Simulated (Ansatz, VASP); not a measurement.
Ni: VASP beside Ansatz

Contents of INCAR:

```
SYSTEM = Ni
PREC = Accurate
ENCUT = 520
EDIFF = 1E-6
ISMEAR = 0
SIGMA = 0.1
LREAL = .False.
LASPH = .True.
NELM = 150
ALGO = Normal
ISIF = 2
LWAVE = .False.
LCHARG = .False.
ISPIN = 2
MAGMOM = 2 2 2
LORBIT = 11
LMAXMIX = 4
GGA = PS
NBANDS = 26
```

The input KPOINTS:

```
Automatic mesh
0
Gamma
  6 6 6
  0 0 0
```

The input POSCAR:

```
Ni
1.0
    3.2077354665      0.0000000000      0.0000000000
   -1.6038677333      2.7779804027      0.0000000000
    0.0000000000      0.0000000000      3.6392832653
Ni
3
Direct
    0.2254000000      0.0000000000      0.3333333333
    0.0000000000      0.2254000000      0.6666666667
    0.7746000000      0.7746000000      0.0000000000
```

Input for Ansatz:

```yaml
crystal:
  lattice:
    - [3.2077354665, 0.0, 0.0]
    - [-1.6038677333, 2.7779804027, 0.0]
    - [0.0, 0.0, 3.6392832653]
  atoms:
    - { symbol: Ni, position: [0.2254, 0.0, 0.3333333333], spin: 2.0 }
    - { symbol: Ni, position: [0.0, 0.2254, 0.6666666667], spin: 2.0 }
    - { symbol: Ni, position: [0.7746, 0.7746, 0.0], spin: 2.0 }
basis:
  ecutwfc: 420
kpoints:
  mp_grid: { grid: [6, 6, 6] }
hamiltonian:
  xc: pbesol
scf:
  occupations: { method: gaussian, width: 0.1 }
  lower_state_search: "off"
output:
  forces: true
  stress: true
  eigenvalues: true
  populations: true
magnetization:
  spin_polarized: true
```

Alike in both runs: task single point; functional PBEsol; k mesh 6 × 6 × 6; occupations gaussian, width 0.1 eV; collinear spin.

|  | VASP | Ansatz |
| --- | --- | --- |
| version | VASP 6.6.1 | Ansatz 0.2.0 |
| potentials or method | VASP PAW PBE potentials, release 64 (Ni) | scalar-relativistic, plane waves, PAW |
| plane-wave cutoff (eV) | 520 | 420 |
| valence electrons in the cell | 30 | 54 |

VASP gave:

| Quantity | Value |
| --- | --- |
| gap on the k mesh at the Fermi level (eV) | none |
| rms of the force components (eV/Å) | 7.962 |
| net moment per atom (μB) | 0.54 |
| size of the moment on the site where the two differ most (μB) | 0.53 |

Q: Estimate Ansatz's values.

A: gap on the k mesh at the Fermi level (eV): none; rms of the force components (eV/Å): 8.636; net moment per atom (μB): 0.27; size of the moment on the site where the two differ most (μB): 0.27.

The net moments differ so much that the two runs ended in different magnetic states, which moves the other rows too. Site moments also hang on the region over which each program counts them. Atom by atom the forces differ by 0.674 eV/Å (rms over components). A gap of «none» marks a metal or a gap that the smearing closes. The two sets of potentials don't hold the same shells in valence.

Caveats: the k mesh is coarse (spacing up to 0.38 Å⁻¹), so the values aren't converged; the PAW data sets were made with another functional, which shifts forces and pressure a little (VASP).
